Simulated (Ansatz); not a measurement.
# MoP (P-6m2) in Ansatz: further runs

Runs on MoP. Level: PBE. Tasks: single point.

All numbers are computed with Ansatz 0.2.0; they aren't measurements. Logs are shortened: lines on timing, memory, paths and dates and some standing lists are left out, and cuts for length are marked.

## (1) Starting point

It takes space group P-6m2 (No. 187, hexagonal). The conventional cell has a = 3.223 Å, b = 3.223 Å, c = 3.191 Å, α = 90.00°, β = 90.00°, γ = 120.00°. Mo (site symmetry -6m2) is surrounded by 6 P at 2.45 Å. P (site symmetry -6m2) is surrounded by 6 Mo at 2.45 Å.

## (2) Single point, PBE

Contents of input.yaml:

```yaml
crystal:
  lattice:
    - [3.223, 0.0, 0.0]
    - [-1.6115, 2.7911998764, 0.0]
    - [0.0, 0.0, 3.191]
  atoms:
    - { symbol: Mo, position: [0.0, 0.0, 0.0] }
    - { symbol: P, position: [0.3333333333, 0.6666666667, 0.5] }
hamiltonian:
  xc: pbe
  pseudopotentials: { kind: paw }
kpoints:
  mp_grid: { grid: [10, 10, 8] }
scf:
  occupations: { method: gaussian, width: 0.015 }
output:
  forces: true
  stress: true
  eigenvalues: true
```

Potentials or basis: Ansatz PAW.

On the command line:

```bash
$ ansatz run input.yaml --threads 2 --pin off --max-ram 5632MiB --backend cpu --events-out ev --progress --plain --runs-dir out
```

What it wrote:

```text
Warning: RAYON_NUM_THREADS=2 ignored (pool sized by the plan → 2); use --threads N
Engine: ansatz 0.2.0, x86_64-unknown-linux-gnu
Pseudopotentials: kind: paw
Pseudopotential: Mo, paw, valence charge 14, recommended cutoff 420 eV (normal), Mo.paw.azcp
Pseudopotential: P, paw, valence charge 5, recommended cutoff 420 eV (normal), P.paw.azcp
Functional definition: PBE
  parameter kappa = 0.804
  parameter beta = 0.06672455060314922
  exchange = pbe_x(kappa = kappa, mu = beta*pi^2/3)
  correlation = pbe_c(beta = beta)
Crystal: 2 atoms, lattice volume = 28.706 Å³
Basis set: ecut = 420 eV, 551 PW (Γ), exchange–correlation on 48×48×48 points (8 copies of the dense FFT grid, shifted against one another)
Bands: 14, of which v1, the nominal top of the filled ones, is band 10 counted from 1 (9 counted from 0)
Symmetry: 12 space group operations
Space group: P-6m2 (ITA 187), of the structure as read, at distance tolerance 3.1e-5 Å
k-points: 70 of 800 (time reversal used)
Non-local potential: Mo, projectors of the file, l = 0: 3, l = 1: 2, l = 2: 2, l = 3: 1
Non-local potential: P, projectors of the file, l = 0: 2, l = 1: 2, l = 2: 2
PAW form: soft (Blöchl's): semilocal exchange-correlation on the pseudo side does not see the compensation charge
PAW one-centre angular grid: Mo, 590 points (default); XC on 64 Gauss nodes
PAW one-centre angular grid: P, 110 points (default); XC on 64 Gauss nodes
Initial density: superposition of atomic densities (neutral atoms: chi_scale 0, normalization atom), corrected by the library's trained network
Initial wavefunctions: pseudopotential atomic-orbital guess
Functional: x = pbe(κ = 0.804, μ = 0.2195149727645171), c = pbe(β = 0.06672455060314922)
SCF iter   1: F=—  HF=-5713.070347 eV  |F-HF|=—  |Δ(HF+E_count)|=         —  Δρ=6.45e-3  dr2=4.25e-3  ethr=1.77e-3  ⟨swp⟩=6.0  Hψ=6059  notcnv=0
preconditioner: auto → none  [insulator: Δε(μ)=0.059 eV  Ē_g=8.829 eV  σ=0.015 eV  W_gap=0.68  n_scr=8 (ndim 8)  ℏωp=23.0 eV  f_vac=0.000  D(μ)=0.55/eV (n_scr^D=0)  ε∞_Penn≈7.8]
SCF iter   2: F=—  HF=-5713.071627 eV  |F-HF|=—  |Δ(HF+E_count)|=   1.28e-3  Δρ=3.26e-3  dr2=8.38e-4  ethr=2.24e-5  ⟨swp⟩=2.2  Hψ=1954  notcnv=0  defer=31
SCF iter   3: F=—  HF=-5713.072413 eV  |F-HF|=—  |Δ(HF+E_count)|=   7.86e-4  Δρ=4.48e-4  dr2=1.60e-5  ethr=4.41e-6  ⟨swp⟩=2.8  Hψ=1583  notcnv=0  defer=31
SCF iter   4: F=—  HF=-5713.072429 eV  |F-HF|=—  |Δ(HF+E_count)|=   1.57e-5  Δρ=4.00e-5  dr2=1.48e-7  ethr=8.40e-8  ⟨swp⟩=2.7  Hψ=1525  notcnv=0  defer=31
iter 5 did not close the SCF: its close was put off for the readings that it lacked (scf_convergence_deferred on its scf_iter line)
SCF iter   5: F=-5713.072429 eV  HF=-5713.072429 eV  |F-HF|=6.00e-10  |Δ(HF+E_count)|=   1.01e-7  Δρ=6.31e-6  dr2=4.50e-9  ethr=7.81e-10  ⟨swp⟩=2.5  Hψ=1534  notcnv=0  defer=31
SCF iter   6: F=-5713.072429 eV  HF=-5713.072429 eV  |F-HF|=3.82e-11  |Δ(HF+E_count)|=   1.88e-9  Δρ=7.88e-7  dr2=6.07e-11  ethr=2.37e-11  ⟨swp⟩=3.0  Hψ=3280  notcnv=0
SCF 1 converged in 6 iterations: F = -5713.072429 eV  dr2 = 6.07e-11
SCF converged after 6 iterations
Free energy (F): -5713.072429 eV
Harris-Foulkes:  -5713.072429 eV  (|F-HF|=3.82e-11)
Internal energy: -5713.072367 eV  (E = F + TS)
E sigma→0 (E₀):  -5713.072398 eV
Entropy (-TS):   -0.000063 eV (-0.031 meV/atom)
Fermi energy:    17.268034 eV
--- Per-component energies (eV) ---
  E_band       = -62.601380
  E_kinetic    = 517.442369
  E_local      = -1025.514244  (includes V_loc(G=0)·N_el)
  E_nonlocal   = 176.314047
  E_hartree    = 357.066138
  E_xc         = -247.547476
  E_vxc        = -293.276435  (∫ρ·V_xc dr)
  E_paw        = -3770.833479  (= ΣΔE_a)
  E_vpaw       = -151.699583  (= ΣTr[D̂ρ^β])
  E_aug_tail   = 0.000052  (compensation charges beyond the density's cutoff)
  E_ewald      = -1719.999773
  E_smearing   = -0.000063  (= −TS)
  E_closure    = 0.000000  (closes the sum)
  Σ components = -5713.072429   (vs F -5713.072429, Δ=0.00e0)
--- Forces (eV/Å), atoms counted from 1 ---
  atom   1  Mo     0.00000000    -0.00000000     0.00000000
  atom   2  P      0.00000000    -0.00000000     0.00000000
  max |Σ_I F_I| component: 1.30e-16 eV/Å
--- Stress (GPa, compression-positive) ---
        2.802414      -0.000000       0.000000
        0.000000       2.802414       0.000000
        0.000000       0.000000       2.004622
  P = ⅓ Tr σ = 2.5365 GPa (25.365 kbar)
--- Band table (eV; the first three rows and the last of 70) ---
  k-point 0: bands = ["-43.9332", "-18.0909", "-17.8721", "-17.8721", "3.3332", "13.0841", "13.9626", "13.9626", "16.5519", "17.5317", "17.5317", "21.3892", "21.3892", "22.8154"]
  k-point 1: bands = ["-43.9303", "-18.1348", "-17.8683", "-17.8683", "3.5848", "12.7517", "14.0792", "14.0792", "16.4897", "16.9585", "16.9585", "21.7701", "21.7701", "23.0240"]
  k-point 2: bands = ["-43.9233", "-18.2394", "-17.8591", "-17.8591", "4.2820", "11.6260", "14.3679", "14.3679", "16.0496", "16.0496", "16.9492", "21.5235", "21.5235", "23.5667"]
  k-point 69: bands = ["-43.8786", "-18.2998", "-18.0995", "-18.0327", "6.4018", "10.4884", "11.5324", "13.9772", "15.8677", "18.8713", "20.5211", "20.8040", "21.7505", "22.8299"]
```

Wall time 3.7 s (2 threads of Intel Xeon at 2.50GHz (Skylake/Cascade Lake), shared host); peak memory 0.34 GiB.

Results:

| Item | Value |
| --- | --- |
| Free energy | -5713.0724 eV |
| Pressure | 2.5 GPa |
| Band gap on the k mesh | none (metal or under the smearing width) |

Stress tensor (GPa, compression positive):
```
2.80 0.00 0.00
0.00 2.80 0.00
0.00 0.00 2.00
```

## (3) Single point, PBE

Changes to input.yaml since step 2:

```diff
@@ -14,3 +14,3 @@
 scf:
-  occupations: { method: gaussian, width: 0.015 }
+  occupations: { method: gaussian, width: 0.016 }
 output:
```

Potentials or basis: Ansatz PAW.

On the command line:

```bash
$ ansatz run input.yaml --threads 2 --pin off --max-ram 5632MiB --backend cpu --events-out ev --progress --plain --runs-dir out
```

What it wrote:

```text
Warning: RAYON_NUM_THREADS=2 ignored (pool sized by the plan → 2); use --threads N
[... 9 set-up lines as earlier in the session ...]
Crystal: 2 atoms, lattice volume = 28.706 Å³
Basis set: ecut = 420 eV, 551 PW (Γ), exchange–correlation on 48×48×48 points (8 copies of the dense FFT grid, shifted against one another)
Bands: 14, of which v1, the nominal top of the filled ones, is band 10 counted from 1 (9 counted from 0)
[... 2 set-up lines as earlier in the session ...]
k-points: 70 of 800 (time reversal used)
[... 27 lines left out ...]
  E_kinetic    = 517.442355
  E_local      = -1025.514201  (includes V_loc(G=0)·N_el)
  E_nonlocal   = 176.314041
  E_hartree    = 357.066110
  E_xc         = -247.547473
  E_vxc        = -293.276431  (∫ρ·V_xc dr)
  E_paw        = -3770.833476  (= ΣΔE_a)
  E_vpaw       = -151.699579  (= ΣTr[D̂ρ^β])
  E_aug_tail   = 0.000052  (compensation charges beyond the density's cutoff)
  E_ewald      = -1719.999773
  E_smearing   = -0.000068  (= −TS)
  E_closure    = 0.000000  (closes the sum)
  Σ components = -5713.072433   (vs F -5713.072433, Δ=0.00e0)
--- Forces (eV/Å), atoms counted from 1 ---
  atom   1  Mo    -0.00000000    -0.00000000     0.00000000
  atom   2  P      0.00000000    -0.00000000     0.00000000
  max |Σ_I F_I| component: 1.48e-16 eV/Å
--- Stress (GPa, compression-positive) ---
        2.802632       0.000000       0.000000
       -0.000000       2.802632       0.000000
        0.000000       0.000000       2.004133
  P = ⅓ Tr σ = 2.5365 GPa (25.365 kbar)
--- Band table (eV; the first three rows and the last of 70) ---
  k-point 0: bands = ["-43.9332", "-18.0909", "-17.8721", "-17.8721", "3.3332", "13.0841", "13.9626", "13.9626", "16.5519", "17.5317", "17.5317", "21.3892", "21.3892", "22.8154"]
  k-point 1: bands = ["-43.9303", "-18.1348", "-17.8683", "-17.8683", "3.5848", "12.7517", "14.0792", "14.0792", "16.4897", "16.9585", "16.9585", "21.7701", "21.7701", "23.0240"]
  k-point 2: bands = ["-43.9233", "-18.2394", "-17.8591", "-17.8591", "4.2820", "11.6260", "14.3679", "14.3679", "16.0496", "16.0496", "16.9492", "21.5235", "21.5235", "23.5667"]
  k-point 69: bands = ["-43.8786", "-18.2998", "-18.0995", "-18.0327", "6.4018", "10.4884", "11.5324", "13.9772", "15.8677", "18.8712", "20.5211", "20.8040", "21.7505", "22.8299"]
```

Wall time 3.2 s (2 threads of Intel Xeon at 2.50GHz (Skylake/Cascade Lake), shared host); peak memory 0.34 GiB.

Results:

```
Free energy            : -5713.0724 eV
Pressure               : 2.5 GPa
Band gap on the k mesh : none (metal or under the smearing width)
```

Levels at points of the mesh, in eV from the Fermi level:
```csv
k point,band 8,band 9,band 10,band 11,band 12,band 13
"(0.00, 0.00, 0.00)",-3.30,-0.72,0.26,0.26,4.12,4.12
"(0.00, 0.00, -0.50)",-2.73,-1.68,-1.68,1.33,2.93,2.93
"(0.00, -0.50, 0.00)",-3.74,-1.28,-0.43,1.72,2.36,4.63
"(0.00, -0.50, -0.50)",-4.44,-1.04,1.43,1.84,3.54,5.06
```

## (4) Single point, PBE

Changes to input.yaml since step 3:

```diff
@@ -14,3 +14,3 @@
 scf:
-  occupations: { method: gaussian, width: 0.016 }
+  occupations: { method: gaussian, width: 0.017 }
 output:
@@ -19 +19,5 @@
   eigenvalues: true
+  write_density: true
+  write_potential: true
+  elf: true
+  volumetric_format: npy
```

On the command line:

```bash
$ ansatz run input.yaml --threads 2 --pin off --max-ram 5632MiB --backend cpu --events-out ev --progress --plain --runs-dir out
```

Wall time 4.6 s (2 threads of Intel Xeon at 2.50GHz (Skylake/Cascade Lake), shared host); peak memory 0.35 GiB.

Results (log left out):

```
Free energy            : -5713.0724 eV
Pressure               : 2.5 GPa
Band gap on the k mesh : none (metal or under the smearing width)
```

Stress tensor (GPa, compression positive):
```
2.80 0.00 0.00
0.00 2.80 0.00
0.00 0.00 2.00
```

Levels at points of the mesh, in eV from the Fermi level:
| k point | band 7 | band 8 | band 9 | band 10 | band 11 | band 12 | band 13 | band 14 |
| --- | --- | --- | --- | --- | --- | --- | --- | --- |
| (0.00, 0.00, 0.00) | -3.30 | -3.30 | -0.72 | 0.26 | 0.26 | 4.12 | 4.12 | 5.55 |
| (0.00, 0.00, -0.50) | -2.73 | -2.73 | -1.68 | -1.68 | 1.33 | 2.93 | 2.93 | 7.88 |
| (0.00, -0.50, 0.00) | -3.94 | -3.74 | -1.28 | -0.43 | 1.72 | 2.36 | 4.63 | 6.10 |
| (0.00, -0.50, -0.50) | -5.29 | -4.44 | -1.04 | 1.43 | 1.84 | 3.55 | 5.06 | 6.17 |

## (5) Single point, PBE

Changes to input.yaml since step 4:

```diff
@@ -14,3 +14,3 @@
 scf:
-  occupations: { method: gaussian, width: 0.017 }
+  occupations: { method: gaussian, width: 0.018 }
 output:
@@ -19,5 +19 @@
   eigenvalues: true
-  write_density: true
-  write_potential: true
-  elf: true
-  volumetric_format: npy
```

Potentials or basis: Ansatz PAW.

On the command line:

```bash
$ ansatz run input.yaml --threads 2 --pin off --max-ram 5632MiB --backend cpu --events-out ev --progress --plain --runs-dir out
```

What it wrote:

```text
Warning: RAYON_NUM_THREADS=2 ignored (pool sized by the plan → 2); use --threads N
[... 9 set-up lines as earlier in the session ...]
Crystal: 2 atoms, lattice volume = 28.706 Å³
Basis set: ecut = 420 eV, 551 PW (Γ), exchange–correlation on 48×48×48 points (8 copies of the dense FFT grid, shifted against one another)
Bands: 14, of which v1, the nominal top of the filled ones, is band 10 counted from 1 (9 counted from 0)
[... 2 set-up lines as earlier in the session ...]
k-points: 70 of 800 (time reversal used)
[... 27 lines left out ...]
  E_kinetic    = 517.442316
  E_local      = -1025.514083  (includes V_loc(G=0)·N_el)
  E_nonlocal   = 176.314025
  E_hartree    = 357.066033
  E_xc         = -247.547465
  E_vxc        = -293.276420  (∫ρ·V_xc dr)
  E_paw        = -3770.833467  (= ΣΔE_a)
  E_vpaw       = -151.699566  (= ΣTr[D̂ρ^β])
  E_aug_tail   = 0.000052  (compensation charges beyond the density's cutoff)
  E_ewald      = -1719.999773
  E_smearing   = -0.000080  (= −TS)
  E_closure    = 0.000000  (closes the sum)
  Σ components = -5713.072442   (vs F -5713.072442, Δ=0.00e0)
--- Forces (eV/Å), atoms counted from 1 ---
  atom   1  Mo     0.00000000    -0.00000000     0.00000000
  atom   2  P      0.00000000    -0.00000000     0.00000000
  max |Σ_I F_I| component: 1.30e-16 eV/Å
--- Stress (GPa, compression-positive) ---
        2.803198       0.000000       0.000000
        0.000000       2.803198       0.000000
        0.000000       0.000000       2.002849
  P = ⅓ Tr σ = 2.5364 GPa (25.364 kbar)
--- Band table (eV; the first three rows and the last of 70) ---
  k-point 0: bands = ["-43.9332", "-18.0910", "-17.8721", "-17.8721", "3.3332", "13.0841", "13.9626", "13.9626", "16.5519", "17.5317", "17.5317", "21.3892", "21.3892", "22.8154"]
  k-point 1: bands = ["-43.9303", "-18.1349", "-17.8683", "-17.8683", "3.5848", "12.7517", "14.0792", "14.0792", "16.4897", "16.9585", "16.9585", "21.7701", "21.7701", "23.0240"]
  k-point 2: bands = ["-43.9233", "-18.2395", "-17.8591", "-17.8591", "4.2820", "11.6260", "14.3679", "14.3679", "16.0496", "16.0496", "16.9492", "21.5235", "21.5235", "23.5667"]
  k-point 69: bands = ["-43.8786", "-18.2998", "-18.0995", "-18.0327", "6.4018", "10.4884", "11.5324", "13.9771", "15.8677", "18.8712", "20.5211", "20.8040", "21.7505", "22.8299"]
```

Wall time 3.4 s (2 threads of Intel Xeon at 2.50GHz (Skylake/Cascade Lake), shared host); peak memory 0.34 GiB.

What came out:

```yaml
Free_energy: -5713.0724 eV
Pressure: 2.5 GPa
Band_gap_on_the_k_mesh: none (metal or under the smearing width)
```

## (6) Summary

```csv
smearing,gap on the mesh (eV),pressure (GPa)
gaussian 0.015 eV,none,2.5
gaussian 0.016 eV,none,2.5
gaussian 0.017 eV,none,2.5
gaussian 0.018 eV,none,2.5
```

Alike in all rows: task single point; level PBE; potentials or basis Ansatz PAW; no spin polarisation; cell as given; k mesh 10 × 10 × 8; cutoff (eV) 420.

Every run on the cell as given and a fine mesh finds a metal.

Absolute energies hang on the potentials; compare differences alone.
